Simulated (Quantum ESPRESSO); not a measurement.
# MoS2 in Quantum ESPRESSO: further runs

Aim: see how the results for MoS2 move with the level of theory and the settings. Levels: PBEsol, LDA. Tasks: band structure.

Program: Quantum ESPRESSO 7.5. These are calculated values, not measurements. Logs are shortened: lines on timing, memory, paths and dates and some standing lists are left out, and cuts for length are marked.

## (1) The slab as given

The cell holds a slab with vacuum, 6 atoms: a = 3.185 Å, b = 3.185 Å, c = 21.671 Å, α = 90.00°, β = 90.00°, γ = 120.00°.

## (2) Band structure, PBEsol

File pw.in:

```
&CONTROL
  calculation = 'scf'
  prefix = 'pwscf'
  outdir = './tmp'
  pseudo_dir = './pseudo'
  tprnfor = .true.
  tstress = .true.
  disk_io = 'low'
/
&SYSTEM
  ibrav = 0
  celldm(1) = 8
  nat = 6
  ntyp = 2
  ecutwfc = 45
  ecutrho = 360
  nbnd = 36
  occupations = 'smearing'
  smearing = 'fd'
  degauss = 0.00367493
/
&ELECTRONS
  conv_thr = 1.2d-09
  electron_maxstep = 120
  mixing_beta = 0.5
/
ATOMIC_SPECIES
Mo    95.9500 mo_pbesol_v1.uspp.F.UPF
S     32.0600 s_pbesol_v1.4.uspp.F.UPF
CELL_PARAMETERS alat
  0.7522388980446   0.0000000000000   0.0000000000000
 -0.3761194490223   0.6514579954213   0.0000000000000
  0.0000000000000   0.0000000000000   5.1189219493742
ATOMIC_POSITIONS crystal
Mo     0.3333333333    0.6666666667    0.8511602300
Mo     0.6666666667    0.3333333333    0.1488397700
S      0.6666666667    0.3333333333    0.7796253900
S      0.3333333333    0.6666666667    0.0772510000
S      0.6666666667    0.3333333333    0.9227490000
S      0.3333333333    0.6666666667    0.2203746100
K_POINTS automatic
10 10 2 0 0 0
```

File bands.in:

```
&CONTROL
  calculation = 'bands'
  prefix = 'pwscf'
  outdir = './tmp'
  pseudo_dir = './pseudo'
  disk_io = 'low'
  verbosity = 'high'
/
&SYSTEM
  ibrav = 0
  celldm(1) = 8
  nat = 6
  ntyp = 2
  ecutwfc = 45
  ecutrho = 360
  nbnd = 36
  occupations = 'smearing'
  smearing = 'fd'
  degauss = 0.00367493
/
&ELECTRONS
  conv_thr = 1d-08
  electron_maxstep = 120
  mixing_beta = 0.5
  diago_full_acc = .true.
  startingwfc = 'random'
/
ATOMIC_SPECIES
Mo    95.9500 mo_pbesol_v1.uspp.F.UPF
S     32.0600 s_pbesol_v1.4.uspp.F.UPF
CELL_PARAMETERS alat
  0.7522388980446   0.0000000000000   0.0000000000000
 -0.3761194490223   0.6514579954213   0.0000000000000
  0.0000000000000   0.0000000000000   5.1189219493742
ATOMIC_POSITIONS crystal
Mo     0.3333333333    0.6666666667    0.8511602300
Mo     0.6666666667    0.3333333333    0.1488397700
S      0.6666666667    0.3333333333    0.7796253900
S      0.3333333333    0.6666666667    0.0772510000
S      0.6666666667    0.3333333333    0.9227490000
S      0.3333333333    0.6666666667    0.2203746100
K_POINTS crystal
61
 0.0000000000  0.0000000000  0.0000000000 1
 0.0555555556  0.0000000000  0.0000000000 1
 0.1111111111  0.0000000000  0.0000000000 1
 0.1666666667  0.0000000000  0.0000000000 1
 0.2222222222  0.0000000000  0.0000000000 1
 0.2777777778  0.0000000000  0.0000000000 1
 0.3333333333  0.0000000000  0.0000000000 1
 0.3888888889  0.0000000000  0.0000000000 1
 0.4444444444  0.0000000000  0.0000000000 1
 0.5000000000  0.0000000000  0.0000000000 1
 0.4666666667  0.0666666667  0.0000000000 1
 0.4333333333  0.1333333333  0.0000000000 1
 0.4000000000  0.2000000000  0.0000000000 1
 0.3666666667  0.2666666667  0.0000000000 1
 0.3333333333  0.3333333333  0.0000000000 1
 0.3030303030  0.3030303030  0.0000000000 1
 0.2727272727  0.2727272727  0.0000000000 1
 0.2424242424  0.2424242424  0.0000000000 1
 0.2121212121  0.2121212121  0.0000000000 1
 0.1818181818  0.1818181818  0.0000000000 1
 0.1515151515  0.1515151515  0.0000000000 1
 0.1212121212  0.1212121212  0.0000000000 1
 0.0909090909  0.0909090909  0.0000000000 1
 0.0606060606  0.0606060606  0.0000000000 1
 0.0303030303  0.0303030303  0.0000000000 1
 0.0000000000  0.0000000000  0.0000000000 1
 0.0000000000  0.0000000000  0.5000000000 1
 0.0500000000  0.0000000000  0.5000000000 1
 0.1000000000  0.0000000000  0.5000000000 1
 0.1500000000  0.0000000000  0.5000000000 1
 0.2000000000  0.0000000000  0.5000000000 1
 0.2500000000  0.0000000000  0.5000000000 1
 0.3000000000  0.0000000000  0.5000000000 1
 0.3500000000  0.0000000000  0.5000000000 1
 0.4000000000  0.0000000000  0.5000000000 1
 0.4500000000  0.0000000000  0.5000000000 1
 0.5000000000  0.0000000000  0.5000000000 1
 0.4722222222  0.0555555556  0.5000000000 1
 0.4444444444  0.1111111111  0.5000000000 1
 0.4166666667  0.1666666667  0.5000000000 1
 0.3888888889  0.2222222222  0.5000000000 1
 0.3611111111  0.2777777778  0.5000000000 1
 0.3333333333  0.3333333333  0.5000000000 1
 0.3095238095  0.3095238095  0.5000000000 1
 0.2857142857  0.2857142857  0.5000000000 1
 0.2619047619  0.2619047619  0.5000000000 1
 0.2380952381  0.2380952381  0.5000000000 1
 0.2142857143  0.2142857143  0.5000000000 1
 0.1904761905  0.1904761905  0.5000000000 1
 0.1666666667  0.1666666667  0.5000000000 1
 0.1428571429  0.1428571429  0.5000000000 1
 0.1190476190  0.1190476190  0.5000000000 1
 0.0952380952  0.0952380952  0.5000000000 1
 0.0714285714  0.0714285714  0.5000000000 1
 0.0476190476  0.0476190476  0.5000000000 1
 0.0238095238  0.0238095238  0.5000000000 1
 0.0000000000  0.0000000000  0.5000000000 1
 0.5000000000  0.0000000000  0.5000000000 1
 0.5000000000  0.0000000000  0.0000000000 1
 0.3333333333  0.3333333333  0.0000000000 1
 0.3333333333  0.3333333333  0.5000000000 1
```

Potentials or basis: GBRV 1.5 PBEsol.

The run is started by

```sh
> OMP_NUM_THREADS=1 mpirun -n 2 pw.x -nk 2 -in pw.in > pw.out
> OMP_NUM_THREADS=1 mpirun -n 2 pw.x -nk 2 -in bands.in > bands.out
```

pw.out:

```text
This program is part of the open-source Quantum ESPRESSO suite
     for quantum simulation of materials; please cite
[... 6 lines left out ...]
     using ibrav=0 with symmetry is DISCOURAGED, use correct ibrav instead

     K-points division:     npool     =       2
     Subspace diagonalization in iterative solution of the eigenvalue problem:
     a serial algorithm will be used

     G-vector sticks info
     --------------------
     sticks:   dense  smooth     PW     G-vecs:    dense   smooth      PW
     Sum         913     439    139               148147    52273    8549

     Using Slab Decomposition

     bravais-lattice index     =            0
     lattice parameter (alat)  =       8.0000  a.u.
     unit-cell volume          =    1284.3715 (a.u.)^3
     number of atoms/cell      =            6
     number of atomic types    =            2
     number of electrons       =        52.00
     number of Kohn-Sham states=           36
     kinetic-energy cutoff     =      45.0000  Ry
     charge density cutoff     =     360.0000  Ry
     scf convergence threshold =      1.2E-09
     mixing beta               =       0.5000
     number of iterations used =            8  plain     mixing
     Exchange-correlation= SLA  PW   PSX  PSC
                           (   1   4  10   8   0   0   0)

     celldm(1)=   8.000000  celldm(2)=   0.000000  celldm(3)=   0.000000
     celldm(4)=   0.000000  celldm(5)=   0.000000  celldm(6)=   0.000000

     crystal axes: (cart. coord. in units of alat)
               a(1) = (   0.752239   0.000000   0.000000 )
               a(2) = (  -0.376119   0.651458   0.000000 )
               a(3) = (   0.000000   0.000000   5.118922 )

     reciprocal axes: (cart. coord. in units 2 pi/alat)
               b(1) = (  1.329365  0.767509 -0.000000 )
               b(2) = (  0.000000  1.535018  0.000000 )
               b(3) = (  0.000000 -0.000000  0.195354 )

     PseudoPot. # 1 for Mo read from file:
     mo_pbesol_v1.uspp.F.UPF
     Pseudo is Ultrasoft + core correction, Zval = 14.0
     Generated by new atomic code, or converted to UPF format
     Using radial grid of  889 points,  6 beta functions with:
                l(1) =   0
                l(2) =   0
                l(3) =   1
                l(4) =   1
                l(5) =   2
                l(6) =   2
     Q(r) pseudized with  6 coefficients,  rinner =    1.000   1.000   1.000
                                                       1.000   1.000

     PseudoPot. # 2 for S  read from file:
     s_pbesol_v1.4.uspp.F.UPF
     Pseudo is Ultrasoft + core correction, Zval =  6.0
     Generated by new atomic code, or converted to UPF format
     Using radial grid of  907 points,  6 beta functions with:
                l(1) =   0
                l(2) =   0
                l(3) =   1
                l(4) =   1
                l(5) =   2
                l(6) =   2
     Q(r) pseudized with  8 coefficients,  rinner =    1.300   1.300   1.300
                                                       1.300   1.300

     atomic species   valence    mass     pseudopotential
     Mo               14.00    95.95000     Mo( 1.00)
     S                 6.00    32.06000     S ( 1.00)

     12 Sym. Ops., with inversion, found

   Cartesian axes

     site n.     atom                  positions (alat units)
         1        Mo     tau(   1) = (  -0.0000000   0.4343053   4.3570228  )
         2        Mo     tau(   2) = (   0.3761194   0.2171527   0.7618992  )
         3        S      tau(   3) = (   0.3761194   0.2171527   3.9908415  )
         4        S      tau(   4) = (  -0.0000000   0.4343053   0.3954418  )
         5        S      tau(   5) = (   0.3761194   0.2171527   4.7234801  )
         6        S      tau(   6) = (  -0.0000000   0.4343053   1.1280804  )

     number of k points=    28  Fermi-Dirac smearing, width (Ry)=  0.0037
                       cart. coord. in units 2pi/alat
        k(    1) = (   0.0000000   0.0000000   0.0000000), wk =   0.0100000
        k(    2) = (   0.0000000   0.0000000  -0.0976768), wk =   0.0100000
        k(    3) = (   0.0000000   0.1535018   0.0000000), wk =   0.0600000
        k(    4) = (   0.0000000   0.1535018  -0.0976768), wk =   0.0600000
        k(    5) = (   0.0000000   0.3070037   0.0000000), wk =   0.0600000
        k(    6) = (   0.0000000   0.3070037  -0.0976768), wk =   0.0600000
[... 20 lines left out ...]
        k(   27) = (   0.3988095   0.6907583   0.0000000), wk =   0.0600000
        k(   28) = (   0.3988095   0.6907583  -0.0976768), wk =   0.0600000

     Dense  grid:   148147 G-vectors     FFT dimensions: (  40,  40, 250)

     Smooth grid:    52273 G-vectors     FFT dimensions: (  25,  25, 180)

     Initial potential from superposition of free atoms

     starting charge      51.9979, renormalised to      52.0000

     negative rho (up, down):  6.776E-04 0.000E+00
     Starting wfcs are   42 randomized atomic wfcs

     Self-consistent Calculation

     iteration #  1     ecut=    45.00 Ry     beta= 0.50
     Davidson diagonalization with overlap
     ethr =  1.00E-02,  avg # of iterations =  4.2

     Threshold (ethr) on eigenvalues was too large:
     Diagonalizing with lowered threshold

     Davidson diagonalization with overlap
     ethr =  3.26E-04,  avg # of iterations =  3.8

     negative rho (up, down):  7.010E-04 0.000E+00

     total energy              =    -375.09368669 Ry
     estimated scf accuracy    <       0.21192872 Ry

     iteration #  2     ecut=    45.00 Ry     beta= 0.50
     Davidson diagonalization with overlap
     ethr =  4.08E-04,  avg # of iterations =  6.0
[... 78 lines left out ...]
     iteration # 11     ecut=    45.00 Ry     beta= 0.50
     Davidson diagonalization with overlap
     ethr =  5.05E-11,  avg # of iterations =  2.0

     negative rho (up, down):  6.785E-04 0.000E+00

     End of self-consistent calculation

          k = 0.0000 0.0000 0.0000 (  6531 PWs)   bands (ev):

   -57.6415 -57.6415 -31.8096 -31.8096 -31.5998 -31.5998 -31.5998 -31.5998
   -10.9992 -10.9278  -9.6628  -9.5409  -2.7022  -2.3576   0.4651   0.4651
     0.4681   0.4681   0.9949   1.5895   1.5895   1.6004   1.6004   1.8134
     3.0264   3.5255   5.9035   5.9035   5.9108   5.9108   6.1808   6.1808
     6.2246   6.2246   8.3785   8.8464

          k = 0.0000 0.0000-0.0977 (  6520 PWs)   bands (ev):
[... 65 lines left out ...]
   -57.6074 -57.6074 -31.9403 -31.9402 -31.7408 -31.7408 -31.6785 -31.6784
    -9.3281  -9.2853  -8.9766  -8.9316  -2.5074  -2.4136  -1.4934  -1.3963
    -0.9408  -0.7385   0.0410   0.0601   1.3214   1.4688   1.9722   2.0132
     2.2331   2.3230   5.3312   5.3584   5.6166   5.8035   6.6970   7.0340
     7.3700   7.4845   9.7597  10.0299

          k = 0.0000-0.7675 0.0000 (  6542 PWs)   bands (ev):

   -57.6038 -57.6038 -31.9752 -31.9751 -31.7335 -31.7335 -31.6867 -31.6867
    -9.0922  -9.0638  -8.8834  -8.8587  -2.7211  -2.6327  -1.7091  -1.6359
    -1.0446  -0.8464  -0.0758  -0.0562   1.2736   1.3451   2.1182   2.1685
     2.4782   2.5127   5.3671   5.3804   5.8549   5.9424   6.8424   7.1833
     7.4421   7.5684   9.1370   9.2844

          k = 0.0000-0.7675-0.0977 (  6532 PWs)   bands (ev):

   -57.6038 -57.6038 -31.9752 -31.9752 -31.7335 -31.7335 -31.6867 -31.6867
    -9.0922  -9.0638  -8.8834  -8.8587  -2.7211  -2.6327  -1.7091  -1.6359
    -1.0446  -0.8463  -0.0758  -0.0562   1.2736   1.3451   2.1182   2.1685
     2.4782   2.5127   5.3671   5.3804   5.8549   5.9424   6.8424   7.1833
     7.4421   7.5684   9.1371   9.2844

          k = 0.1329 0.2303 0.0000 (  6595 PWs)   bands (ev):

   -57.6314 -57.6314 -31.7893 -31.7893 -31.7002 -31.7001 -31.6260 -31.6260
   -10.5705 -10.5015  -9.4835  -9.3779  -2.2577  -1.9273  -0.3205  -0.3186
     0.0796   0.3861   0.8083   0.8382   0.8842   0.8914   2.0716   2.3894
     2.7992   2.9778   5.3326   5.5368   5.5774   5.7330   5.7377   5.8338
     6.6110   6.6611   8.9901   9.4959
[... 115 lines left out ...]
   -57.5998 -57.5998 -31.8987 -31.8987 -31.8150 -31.8150 -31.7254 -31.7254
    -8.8594  -8.8455  -8.7402  -8.7274  -2.2587  -2.2155  -1.7535  -1.7040
    -0.7268  -0.6998  -0.4093  -0.3160   0.1107   0.2495   1.1039   1.2125
     2.9620   3.0100   4.9029   4.9247   6.0706   6.4142   6.5169   6.6145
     7.8811   8.0241  10.0591  10.4092

     the Fermi energy is     4.1571 ev

!    total energy              =    -375.14694249 Ry
     estimated scf accuracy    <          7.5E-10 Ry
     smearing contrib. (-TS)   =      -0.00000001 Ry
     internal energy E=F+TS    =    -375.14694248 Ry

     The total energy is F=E-TS. E is the sum of the following terms:
     one-electron contribution =   -1694.48715020 Ry
     hartree contribution      =     855.82511603 Ry
     xc contribution           =     -71.93477826 Ry
     ewald contribution        =     535.44986995 Ry

     convergence has been achieved in  11 iterations

     negative rho (up, down):  6.785E-04 0.000E+00

     Forces acting on atoms (cartesian axes, Ry/au):

     atom    1 type  1   force =    -0.00000000   -0.00000000    0.00021529
     atom    2 type  1   force =    -0.00000000   -0.00000000   -0.00021529
     atom    3 type  2   force =    -0.00000000   -0.00000000    0.00584121
     atom    4 type  2   force =     0.00000000    0.00000000    0.00518133
     atom    5 type  2   force =     0.00000000    0.00000000   -0.00518133
     atom    6 type  2   force =     0.00000000    0.00000000   -0.00584121

     Total force =     0.011046     Total SCF correction =     0.000078

     Computing stress (Cartesian axis) and pressure

     negative rho (up, down):  6.785E-04 0.000E+00
          total   stress  (Ry/bohr**3)                   (kbar)     P=      -20.02
  -0.00017208   0.00000000   0.00000000          -25.31        0.00        0.00
   0.00000000  -0.00017208   0.00000000            0.00      -25.31        0.00
   0.00000000   0.00000000  -0.00006405            0.00        0.00       -9.42

=------------------------------------------------------------------------------=
   JOB DONE.
=------------------------------------------------------------------------------=
```

Run time: 4.1 min. Hardware: 2 MPI ranks of Arm Neoverse V2, shared host; peak memory 0.78 GiB.

What came out:

* Free energy: -5104.1342 eV
* Largest force: 0.150 eV/Å
* Band gap on the k mesh: 1.38 eV, indirect (least direct gap 1.89 eV)
* Band gap along the path: 1.24 eV, indirect (least direct gap 1.64 eV)

Forces in eV/Å, atoms in the order of the input:
```
Mo   0.000  0.000  0.006
Mo   0.000  0.000 -0.006
S    0.000  0.000  0.150
S    0.000  0.000  0.133
S    0.000  0.000 -0.133
S    0.000  0.000 -0.150
```

Levels at the corners of the path, in eV from the valence-band top:
| point | band 24 | band 25 | band 26 | band 27 | band 28 | band 29 |
| --- | --- | --- | --- | --- | --- | --- |
| Γ | -1.71 | -0.50 | 0.00 | 2.38 | 2.38 | 2.39 |
| M | -1.36 | -1.05 | -1.01 | 1.84 | 1.85 | 2.33 |
| K | -2.47 | -0.44 | -0.39 | 1.24 | 1.24 | 2.51 |
| Γ | -1.71 | -0.50 | 0.00 | 2.38 | 2.38 | 2.39 |
| A | -1.71 | -0.50 | 0.00 | 2.38 | 2.38 | 2.39 |
| L | -1.36 | -1.05 | -1.01 | 1.84 | 1.85 | 2.33 |
| H | -2.47 | -0.44 | -0.39 | 1.24 | 1.24 | 2.51 |
| A | -1.71 | -0.50 | 0.00 | 2.38 | 2.38 | 2.39 |
| L | -1.36 | -1.05 | -1.01 | 1.84 | 1.85 | 2.33 |
| M | -1.36 | -1.05 | -1.01 | 1.84 | 1.85 | 2.33 |
| K | -2.47 | -0.44 | -0.39 | 1.24 | 1.24 | 2.51 |
| H | -2.47 | -0.44 | -0.39 | 1.24 | 1.24 | 2.51 |

As with any semilocal functional, this PBEsol gap is likely too small.

## (3) Band structure, LDA

pw.in: that of step 2 with these lines changed.

```diff
@@ -27,4 +27,4 @@
 ATOMIC_SPECIES
-Mo    95.9500 mo_pbesol_v1.uspp.F.UPF
-S     32.0600 s_pbesol_v1.4.uspp.F.UPF
+Mo    95.9500 mo_lda_v1.uspp.F.UPF
+S     32.0600 s_lda_v1.4.uspp.F.UPF
 CELL_PARAMETERS alat
```

bands.in: that of step 2 with these lines changed.

```diff
@@ -28,4 +28,4 @@
 ATOMIC_SPECIES
-Mo    95.9500 mo_pbesol_v1.uspp.F.UPF
-S     32.0600 s_pbesol_v1.4.uspp.F.UPF
+Mo    95.9500 mo_lda_v1.uspp.F.UPF
+S     32.0600 s_lda_v1.4.uspp.F.UPF
 CELL_PARAMETERS alat
```

Potentials or basis: GBRV 1.5 LDA.

The run is started by

```sh
> OMP_NUM_THREADS=1 mpirun -n 2 pw.x -nk 2 -in pw.in > pw.out
> OMP_NUM_THREADS=1 mpirun -n 2 pw.x -nk 2 -in bands.in > bands.out
```

Run time: 4.7 min. Hardware: 2 MPI ranks of Arm Neoverse V2, shared host; peak memory 0.78 GiB.

Results (log left out):

| Quantity | Value |
| --- | --- |
| Free energy | -5112.7277 eV |
| Largest force | 0.376 eV/Å |
| Band gap on the k mesh | 1.36 eV, indirect (least direct gap 1.89 eV) |
| Band gap along the path | 1.23 eV, indirect (least direct gap 1.63 eV) |

Forces on the atoms (eV/Å):
```
Mo   0.000  0.000  0.009
Mo   0.000  0.000 -0.009
S    0.000  0.000  0.376
S    0.000  0.000  0.294
S    0.000  0.000 -0.294
S    0.000  0.000 -0.376
```

Stress tensor (GPa, compression positive):
```
-3.93  0.00  0.00
 0.00 -3.93  0.00
 0.00  0.00 -2.33
```

Levels at the corners of the path, in eV from the valence-band top:
```tsv
point	band 24	band 25	band 26	band 27	band 28	band 29
Γ	-1.71	-0.51	0.00	2.37	2.37	2.38
M	-1.35	-1.04	-1.00	1.83	1.84	2.31
K	-2.45	-0.46	-0.40	1.23	1.23	2.48
Γ	-1.71	-0.51	0.00	2.37	2.37	2.38
A	-1.71	-0.51	0.00	2.37	2.37	2.38
L	-1.35	-1.04	-1.00	1.83	1.84	2.31
H	-2.45	-0.46	-0.40	1.23	1.23	2.48
A	-1.71	-0.51	0.00	2.37	2.37	2.38
L	-1.35	-1.04	-1.00	1.83	1.84	2.31
M	-1.35	-1.04	-1.00	1.83	1.84	2.31
K	-2.45	-0.46	-0.40	1.23	1.23	2.48
H	-2.45	-0.46	-0.40	1.23	1.23	2.48
```

Expect the measured gap to be larger: semilocal functionals such as LDA lack the derivative discontinuity.

## (4) For comparison

An earlier run on the cell as given: functional PBEsol; potentials or basis GBRV 1.5 PBEsol; cutoff 612 eV; density cutoff 4898 eV; k mesh 10 × 10 × 2; occupations fermi-dirac, width 0.05 eV; no spin polarisation.

- Largest force: 0.150 eV/Å
- Band gap on the k mesh: 1.38 eV, indirect (least direct gap 1.89 eV)

## (5) Summary

```tsv
task	level	potentials or basis	form of the LDA correlation	gap on the mesh (eV)	largest force (eV/Å)
band structure	PBEsol	GBRV 1.5 PBEsol	-	1.38	0.15
band structure	LDA	GBRV 1.5 LDA	PZ81	1.36	0.38
single point	PBEsol	GBRV 1.5 PBEsol	-	1.38	0.15
```

Alike in all rows: no spin polarisation; cell as given; k mesh 10 × 10 × 2; cutoff (eV) 612; smearing fermi-dirac 0.05 eV.

Absolute energies hang on the potentials; compare differences alone.
